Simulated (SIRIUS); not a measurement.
The system is BaTiO3 (Barioperovskite).

```
Ba Ti O
1.0
     3.98550    0.00000    0.00000
     0.00000    2.83690    2.84515
     0.00000   -2.83690    2.84515
Ba Ti O
1 1 3
Direct
  0.00000 0.00000 0.00000
  0.50000 0.51240 0.51240
  0.50000 0.99184 0.50524
  0.50000 0.50524 0.99184
  0.00000 0.48740 0.48740
```

- Program: SIRIUS 7.12.0
- Task: relaxation of cell and atoms
- Functional: PBE
- Potentials or basis: PseudoDojo 0.4.1 PBE standard (scalar relativistic)
- Cutoff: 1152 eV
- Density cutoff: 4606 eV
- k mesh: 3 × 3 × 3
- Occupations: fermi-dirac, width 0.05 eV
- Spin: no spin polarisation

At the start: pressure 2.8 GPa; volume 12.87 Å³/atom.

Q: How do energy, volume and symmetry change on relaxing?

A: Over 18 steps the energy falls by 25.1 meV/atom and the volume is 13.54 Å³/atom (+5.2 %); space group Amm2 (No. 38, to 0.05 Å).

Step by step:
```csv
step,energy change (eV),largest force (eV/Å),pressure (GPa),volume (Å³)
1,0.0000,0.5363,2.76,64.34
2,-0.0111,0.5530,2.61,64.46
3,0.2067,3.9402,8.27,67.01
4,-0.0683,0.4526,1.47,65.37
5,-0.0920,0.1992,1.22,65.89
6,-0.1018,0.3483,1.15,66.69
7,-0.1047,0.1564,0.88,66.60
8,-0.1079,0.0868,0.46,66.70
9,-0.1133,0.1472,-0.34,67.06
10,-0.1167,0.1740,-0.62,67.33
11,-0.1201,0.1332,-0.51,67.56
12,-0.1220,0.1141,-0.10,67.58
13,-0.1233,0.1023,0.32,67.48
14,-0.1240,0.0768,0.53,67.38
15,-0.1245,0.0504,0.52,67.37
16,-0.1249,0.0208,0.34,67.45
17,-0.1252,0.0208,0.10,67.60
18,-0.1253,0.0130,-0.02,67.69
```

Final structure:
```cif
data_structure
_symmetry_space_group_name_H-M 'P 1'
_symmetry_Int_Tables_number 1
_cell_length_a 3.9530
_cell_length_b 4.1383
_cell_length_c 4.1383
_cell_angle_alpha 89.196
_cell_angle_beta 90.000
_cell_angle_gamma 90.000
_cell_volume 67.69
loop_
_atom_site_label
_atom_site_type_symbol
_atom_site_fract_x
_atom_site_fract_y
_atom_site_fract_z
_atom_site_occupancy
Ba1 Ba 0.00000 0.01412 0.01412 1
Ti1 Ti 0.50000 0.53198 0.53198 1
O1 O 0.50000 0.97345 0.49243 1
O2 O 0.50000 0.49243 0.97345 1
O3 O 0.00000 0.48493 0.48493 1
```

Caveat: the k mesh is coarse (spacing up to 0.53 Å⁻¹), so the values aren't converged; this release of the barium file is off.
